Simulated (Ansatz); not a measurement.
ZrS2: band structure with PBEsol

**The experiment to reproduce.**

From “Stress-Tuned Optical Transitions in Layered 1T-MX2 (M= Hf, Zr, Sn; X= S, Se) Crystals”, 2022, arxiv:2210.12074, for a bulk crystal of ZrS2: band gap 1.68 eV (indirect).

The system is ZrS2.

```xyz
3
Lattice="3.6914 0.0000 0.0000 -1.8457 3.1968 0.0000 0.0000 0.0000 6.0411" Properties=species:S:1:pos:R:3 pbc="T T T"
Zr    0.0000    0.0000    0.0000
S     0.0000    2.1312    1.4372
S     1.8457    1.0656    4.6038
```

The cell is a database's computed one.

```
Program                             : Ansatz 0.2.0
Task                                : band structure
Functional                          : PBEsol
Potentials or basis                 : Ansatz PAW
Cutoff                              : 420 eV (not typed: the program's choice for these potentials)
k mesh                              : 6 × 6 × 4
Occupations                         : fermi-dirac, width 0.05 eV
Spin                                : spin-orbit coupling, no magnetisation
Path                                : [["G", "M", "K", "G", "A", "L", "H", "A"], ["L", "M"], ["K", "H"]]
Points for each segment of the path : 14
```

```yaml
Pressure: -2.5 GPa
Largest_force: 0.159 eV/Å
Band_gap_on_the_k_mesh: 0.98 eV, indirect (least direct gap 1.55 eV)
Band_gap_along_the_path: 0.95 eV, indirect (least direct gap 1.55 eV)
```

Forces in eV/Å, atoms in the order of the input:
```
Zr   0.000  0.000  0.000
S    0.000  0.000 -0.159
S    0.000  0.000  0.159
```

Stress tensor (GPa, compression positive):
```
-3.02  0.00  0.00
 0.00 -3.02  0.00
 0.00  0.00 -1.39
```

Levels at the corners of the path, in eV from the valence-band top:
| point | band 22 | band 23 | band 24 | band 25 | band 26 | band 27 |
| --- | --- | --- | --- | --- | --- | --- |
| Γ | -0.05 | -0.03 | -0.03 | 1.52 | 1.52 | 1.52 |
| M | -1.69 | -1.18 | -1.18 | 1.12 | 1.12 | 3.19 |
| K | -1.99 | -1.44 | -1.44 | 2.12 | 2.12 | 3.10 |
| Γ | -0.05 | -0.03 | -0.03 | 1.52 | 1.52 | 1.52 |
| A | -0.23 | -0.15 | -0.15 | 1.49 | 1.49 | 1.50 |
| L | -1.00 | -0.79 | -0.79 | 0.95 | 0.95 | 3.18 |
| H | -1.76 | -1.76 | -1.76 | 2.22 | 2.22 | 2.84 |
| A | -0.23 | -0.15 | -0.15 | 1.49 | 1.49 | 1.50 |
| L | -1.00 | -0.79 | -0.79 | 0.95 | 0.95 | 3.18 |
| M | -1.69 | -1.18 | -1.18 | 1.12 | 1.12 | 3.19 |
| K | -1.99 | -1.44 | -1.44 | 2.12 | 2.12 | 3.10 |
| H | -1.76 | -1.76 | -1.76 | 2.22 | 2.22 | 2.84 |

Wall time 64 s on 2 threads of Intel(R) Xeon(R) Processor @ 2.50GHz (Skylake/Cascade Lake) (shared host), peak memory 0.59 GiB.

Against the measured gap of ZrS2, 1.68 eV (indirect; quoted in “Stress-Tuned Optical Transitions in Layered 1T-MX2 (M= Hf, Zr, Sn; X= S, Se) Crystals”, 2022, arxiv:2210.12074), the calculated 0.95 eV is off by -0.73 eV. The value is that of PBEsol, without temperature or zero-point motion. Semilocal functionals fall short of measured gaps as a rule. The cell is a database's relaxed one, not the measured one, which moves gaps too.

Caveat: this functional lacks dispersion, which binds the layers, so the pressure and a relaxed spacing across them are unreliable; the PAW data sets come from PBE, with cores solved anew for the run's functional, which leaves a small shift of forces and pressure.
